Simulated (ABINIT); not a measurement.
Runs of ABINIT 10.8.3 (patched build) on TiAl3. Symmetry: I4/mmm, No. 139, tetragonal system. Conventional cell: a = 3.822 Å, b = 3.822 Å, c = 8.561 Å, α = 90.00°, β = 90.00°, γ = 90.00°. Ti (site symmetry 4/mmm) has 12 Al at 2.70 to 2.87 Å as nearest neighbours. Al (site symmetry -4m2) has 8 Al at 2.70 to 2.87 Å and 4 Ti at 2.87 Å as nearest neighbours. Around Al (site symmetry 4/mmm) lie 4 Ti at 2.70 Å and 8 Al at 2.87 Å. The cell comes from a database or a generator and needn't be the stable form of this composition.

```csv
level,dispersion computed by,gap on the mesh (eV),pressure (GPa),relaxed volume (Å³/atom)
PBE,-,none,0.0,15.94
PBE+D3,simple-dftd3 1.7.0,none,0.0,(a)
PBE+D3(BJ),simple-dftd3 1.7.0,none,0.0,15.30
PBE+D4,dftd4 4.3.1,none,0.0,15.48
```

Alike in all rows: task relaxation of cell and atoms; potentials or basis JTH PAW PBE v2.0; no spin polarisation; cell relaxed; k mesh 6 × 6 × 6; cutoff (eV) 408; smearing fermi-dirac 0.05 eV; the mesh is coarse, so values aren't converged.

Estimate the missing entries.

(a) 15.46.

Caveats: all runs use coarse meshes; pairwise dispersion overbinds metals, which lowers pressure and volume (some runs).

A gap of «none» marks a metal or a gap under the smearing width.
